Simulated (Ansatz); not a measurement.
KBr (Pm-3m) from a database structure, relaxed with r2SCAN. The symmetry is Pm-3m (No. 221, cubic); conventional cell a = 3.976 Å, 31.42 Å³ an atom. K has 8 Br at 3.44 Å; Br has 8 K at 3.44 Å.

```yaml
crystal:
  lattice:
    - [3.97587, 0.00000, 0.00000]
    - [0.00000, 3.97587, 0.00000]
    - [0.00000, 0.00000, 3.97587]
  atoms:
    - { symbol: K, position: [0.00000, 0.00000, 0.00000] }
    - { symbol: Br, position: [0.50000, 0.50000, 0.50000] }
```

5 runs of Ansatz 0.2.0 on this cell differ in the functional (and in the settings that go with it). Levels are in eV from each run's valence top; v1 is the last filled band, c1 the first empty one.

Run A, mean stress +0.3 GPa (compression positive):
```
point      v5     v3     v1     c1     c2     c3
    Γ  -13.26  -0.31  -0.31   6.64   8.54   8.54
    X  -13.23  -2.33  -0.28   9.38  10.19  10.88
    M  -13.44  -1.68   0.00   7.89   9.42  11.16
    R  -13.39  -1.74  -1.74  10.18  10.18  10.18
```

Run B, mean stress 0.0 GPa (compression positive):
```
point      v5     v3     v1    c1    c2    c3
    Γ  -12.33  -0.28  -0.28  4.77  6.35  6.35
    X  -12.30  -2.09  -0.26  7.40  7.77  8.67
    M  -12.49  -1.50   0.00  5.84  7.27  8.78
    R  -12.45  -1.56  -1.56  8.13  8.13  8.13
```

Run C, mean stress 0.0 GPa (compression positive):
```
point      v5     v3     v1    c1    c2    c3
    Γ  -12.65  -0.29  -0.29  5.38  7.04  7.04
    X  -12.62  -2.17  -0.26  8.04  8.54  9.40
    M  -12.82  -1.56   0.00  6.49  7.98  9.56
    R  -12.78  -1.62  -1.62  8.79  8.79  8.79
```

Run D, mean stress -2.1 GPa (compression positive):
```
point      v5     v3     v1    c1    c2    c3
    Γ  -11.87  -0.29  -0.29  3.63  5.52  5.52
    X  -11.85  -2.18  -0.27  6.33  6.90  7.63
    M  -12.05  -1.52   0.00  4.91  6.28  7.88
    R  -12.01  -1.60  -1.60  7.22  7.22  7.22
```

Run E, mean stress +0.8 GPa (compression positive):
```
point      v5     v3     v1    c1    c2    c3
    Γ  -12.01  -0.28  -0.28  4.02  5.79  5.79
    X  -11.99  -2.10  -0.26  6.67  7.18  7.93
    M  -12.18  -1.48   0.00  5.23  6.54  8.07
    R  -12.14  -1.55  -1.55  7.51  7.51  7.51
```

Question: Match the runs to LDA, PBE, r2SCAN, r2SCANh, DDH-PBE0.

Answer: A is DDH-PBE0, B is r2SCAN, C is r2SCANh, D is LDA, E is PBE. In order of the gap: LDA 3.63, PBE 4.02, r2SCAN 4.77, r2SCANh 5.38, DDH-PBE0 6.64 eV.

The values are computed, spin-unpolarised, and not measurements.

Spin-orbit coupling is left out.

The program warns that its thresholds are loose for a hybrid's stress.

The meshes of the hybrids are coarse, so their gaps aren't converged to the digits shown.
